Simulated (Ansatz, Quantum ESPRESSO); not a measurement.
## Ti2O and the pressure, program beside program

The cell as given:

```cif
data_structure
_symmetry_space_group_name_H-M 'P 1'
_symmetry_Int_Tables_number 1
_cell_length_a 2.9194
_cell_length_b 2.9194
_cell_length_c 4.7130
_cell_angle_alpha 90.000
_cell_angle_beta 90.000
_cell_angle_gamma 120.000
_cell_volume 34.79
loop_
_atom_site_label
_atom_site_type_symbol
_atom_site_fract_x
_atom_site_fract_y
_atom_site_fract_z
_atom_site_occupancy
Ti1 Ti 0.33333 0.66667 0.72126 1
Ti2 Ti 0.66667 0.33333 0.27874 1
O1 O 0.00000 0.00000 0.00000 1
```

Kept alike: task relaxation of cell and atoms; functional PBEsol; k mesh 10 × 10 × 6; occupations fermi-dirac, width 0.05 eV; no spin polarisation. The mesh is that of the run's cell of 3 atoms. No spin-orbit coupling.

- A: Ansatz, Ansatz PAW, made for PBE, cutoff 420 eV
- B: Quantum ESPRESSO, GBRV 1.5 PBEsol, cutoff 707 eV

```csv
pressure (GPa),A: volume (Å³/atom),B: volume (Å³/atom)
0,11.890,11.898
2,11.773,11.780
5,11.607,11.614
10,11.356,11.364
20,10.924,10.932
30,10.562,10.570
```

Values on potentials made for another functional: all of A. Values hold for each row's relaxed cell, which stops near the pressure aimed at. Ansatz's stress holds its Pulay term. The runs follow the start's structure, whether or not it is the stable one at these pressures. For a metal such a mesh leaves the last digits unconverged.

**Question.** How large is the effect of the pressure, and do the programs agree on it?

**Answer.** From 0 to 30 GPa the volume moves by -1.328 in A, -1.328 in B (Å³/atom). Row by row the programs differ by 0.007 to 0.008, and over this span the shifts, as printed, agree within 1 %.

Both programs give the same compression curve: B lies slightly above A at every pressure, and this nearly constant offset cancels in the shift. It probably reflects the different potentials, and it is far smaller than the effect of pressure itself. The volume falls at every step, but each further gigapascal removes less of it, from 11.890 to 11.356 Å³/atom over the first 10 GPa in A and only from 10.924 to 10.562 over the last. The lattice therefore stiffens as it is compressed.

This is the expected response of a dense metallic suboxide. Oxygen occupies interstitial sites between titanium layers, so polar Ti–O bonds act alongside metallic Ti–Ti bonding through the d states. As the distances shrink, the overlap of filled shells and the kinetic energy of the confined electrons rise steeply, and they increasingly outweigh the gain in bonding. The volumes alone don't show whether the oxygen-filled or the empty interlayer spaces take up more of the compression.
